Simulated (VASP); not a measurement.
Input of a VASP 6.6.1 run:

INCAR

```
SYSTEM = Br
  ALGO = Normal
  EDIFF = 1E-6
  EDIFFG = -0.01
  ENCUT = 600
  IBRION = 2
  ISIF = 3
  ISMEAR = 0
  LASPH = .True.
  LCHARG = .False.
  LMIXTAU = .True.
  LREAL = .False.
  LWAVE = .False.
  METAGGA = R2SCAN
  NELM = 80
  NSW = 90
  PREC = Accurate
  PSTRESS = 720.0
  SIGMA = 0.03
```

The input KPOINTS:

```
k-points
0
Gamma
  10 10 4
  0 0 0
```

Contents of POSCAR:

```
Br
1.0
    2.4335000000     -1.6541500000      0.0000000000
    2.4335000000      1.6541500000      0.0000000000
    0.0000000000      0.0000000000      7.5901000000
Br
4
Direct
    0.1950000000      0.8050000000      0.6228400000
    0.8050000000      0.1950000000      0.3771600000
    0.3050000000      0.6950000000      0.1228400000
    0.6950000000      0.3050000000      0.8771600000
```

Potentials or basis: VASP PAW PBE potentials, release 64 (Br).

Launch:

```sh
$ cat potpaw_PBE.64/Br/POTCAR > POTCAR
$ mpirun -np 1 vasp_std > vasp.out
```

Problem. Estimate the band gap on the k mesh.

Solution. None (metal or under the smearing width).

Problem. Predict the space group after relaxing (to 0.05 Å).

Solution. Cmce (No. 64).

Final structure:
```
CELL_PARAMETERS angstrom
2.46291 -1.65406 0.00000
2.46291 1.65406 0.00000
0.00000 0.00000 7.59525
ATOMIC_POSITIONS crystal
Br 0.20373 0.79627 0.62378
Br 0.79627 0.20373 0.37622
Br 0.29627 0.70373 0.12378
Br 0.70373 0.29627 0.87622
```
